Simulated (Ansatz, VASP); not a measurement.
**Two plane-wave programs on ZnS**

```
CELL_PARAMETERS angstrom
0.00000 2.70200 2.70200
2.70200 0.00000 2.70200
2.70200 2.70200 0.00000
ATOMIC_POSITIONS crystal
Zn 0.75000 0.75000 0.75000
S 0.00000 0.00000 0.00000
```

Alike in both runs: task relaxation of cell and atoms; functional PBEsol; k mesh 9 × 9 × 9; occupations fermi-dirac, width 0.05 eV; no spin polarisation.

|  | VASP | Ansatz |
| --- | --- | --- |
| version | VASP 6.6.1 | Ansatz 0.2.0 |
| potentials or method | VASP PAW PBE potentials, release 64 (Zn, S) | Ansatz PAW |
| plane-wave cutoff (eV) | 600 | 420 |
| valence electrons in the cell | 18 | 18 |

Ansatz gave:

- gap on the k mesh at the Fermi level, each at its own relaxed structure (eV): 2.09
- relaxed volume (Å³/atom): 19.20
- relaxed cell length with the largest relative difference (Å): 3.787
- energy change over the relaxation (meV/atom): -3

Question: Which values does VASP return?

Answer: gap on the k mesh at the Fermi level, each at its own relaxed structure (eV): 2.08; relaxed volume (Å³/atom): 19.26; relaxed cell length with the largest relative difference (Å): 3.791; energy change over the relaxation (meV/atom): -3.

Caveats: the PAW data sets were made with another functional, which shifts forces and pressure a little (VASP); odd divisions of the mesh miss points on the zone boundary, where band edges often lie, so the gap on the mesh can be too wide (Ansatz); the plane-wave basis is chosen anew once the cell has moved, so the energies of steps on either side of that aren't comparable (Ansatz); the PAW data sets come from PBE, with cores solved anew for the run's functional, which leaves a small shift of forces and pressure (Ansatz). PBEsol gaps usually lie below the measured ones, often by a third to a half.
